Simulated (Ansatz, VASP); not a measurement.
One calculation of Ta, two programs

```
Ta
1.0
    -1.60686    1.60686    1.60686
     1.60686   -1.60686    1.60686
     1.60686    1.60686   -1.60686
Ta
1
Direct
  0.00000 0.00000 0.00000
```

Change from the starting cell: volume scaled by 0.94, LAPW.

Alike in both runs: task single point; functional PBEsol; k mesh 18 × 18 × 18; occupations fermi-dirac, width 0.05 eV; no spin polarisation.

|  | VASP | Ansatz |
| --- | --- | --- |
| version | VASP 6.6.1 | Ansatz 0.2.0 |
| potentials or method | VASP PAW PBE potentials, release 64 (Ta_pv), cutoff 520 eV | all-electron LAPW, scalar-relativistic |

|  | VASP | Ansatz | Ansatz less VASP |
| --- | --- | --- | --- |
| pressure (GPa) | 14.9 | 14.3 | -0.61 |

Ansatz ran all-electron here, so the differences hold the error of VASP's frozen core and of both bases.

Caveats: the PAW data sets were made with another functional, which shifts forces and pressure a little (VASP). Spin-orbit coupling is left out, which matters for the levels of Ta.
